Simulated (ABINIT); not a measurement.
Input of an ABINIT 10.8.3 (patched build) run:

run.abi

```
# Pseudopotentials
pp_dirpath "./"
pseudos "Si.GGA_PBE-JTH.xml, C.GGA_PBE-JTH.xml"

# Structure
acell 5.8233258895 5.8233258895 5.8233258895
rprim
     0.0000000000     0.7071067812     0.7071067812
     0.7071067812     0.0000000000     0.7071067812
     0.7071067812     0.7071067812     0.0000000000
ntypat 2
znucl 14 6
natom 2
typat 1 2
chkprim 0
chksymtnons 0
tolsym 1.0e-6
xred
            0.0            0.0            0.0
            3/4            3/4            3/4

# Plane-wave basis
ecut 19.0
pawecutdg 38.0
ecutsm 0.5

# k points
kptopt 1
ngkpt 8 8 8
nshiftk 1
shiftk 0.0 0.0 0.0

# Exchange and correlation
ixc -116133

# Bands and occupations
nband 8
occopt 3
tsmear 0.00183747

# SCF cycle
nstep 80
tolvrs 1.0e-10

# Output
iomode 3
prteig 0
prtebands 0
prtwf 0
prtden 0

# Relaxation
ionmov 2
optcell 2
ntime 50
tolmxf 2.0e-5
dilatmx 1.08
```

Potentials or basis: JTH PAW PBE v2.0.

The run is started by

```console
$ abinit run.abi > log 2>&1
```

Problem. Estimate the relaxed cell.

Solution. a = 3.079 Å, b = 3.079 Å, c = 3.079 Å, α = 60.00°, β = 60.00°, γ = 60.00°.

Problem. What does it give for the band gap on the k mesh?

Solution. 1.24 eV, indirect (least direct gap 4.48 eV).

Problem. Estimate the space group after relaxing (to 0.05 Å).

Solution. F-43m (No. 216).

Problem. What does it give for the relaxed volume?

Solution. 10.32 Å³/atom.

Final structure:
```xyz
2
Lattice="0.0000 2.1771 2.1771 2.1771 0.0000 2.1771 2.1771 2.1771 0.0000" Properties=species:S:1:pos:R:3 pbc="T T T"
Si    0.0000    0.0000    0.0000
C     3.2656    3.2656    3.2656
```

Caveat: the PAW data sets were made with another functional, which shifts forces and pressure a little. A k mesh can miss the band edges.
